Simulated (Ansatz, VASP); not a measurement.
# LiH in VASP and in Ansatz

```xyz
2
Lattice="-0.0999 2.1669 2.1669 2.1669 -0.0999 2.1669 2.1669 2.1669 -0.0999" Properties=species:S:1:pos:R:3 pbc="T T T"
Li   -0.0142   -0.0142   -0.0142
H     1.0727    1.0727    1.0727
```

Change from the starting cell: epitaxial_111 strain +5.7%.

Alike in both runs: task single point; functional PBE; k mesh 10 × 10 × 10; occupations fermi-dirac, width 0.02 eV; no spin polarisation.

|  | VASP | Ansatz |
| --- | --- | --- |
| version | VASP 6.6.1 | Ansatz 0.2.0 |
| potentials or method | VASP PAW PBE potentials, release 64 (Li_sv, H) | plane waves, PAW |
| plane-wave cutoff (eV) | 520 | 420 |
| valence electrons in the cell | 4 | 4 |

|  | VASP | Ansatz | Ansatz less VASP |
| --- | --- | --- | --- |
| gap on the k mesh at the Fermi level (eV) | 3.97 | 3.96 | -0.007 |

With one functional, cell and mesh, what is left measures potentials, basis and numerics.

 A k mesh can miss the band edges.
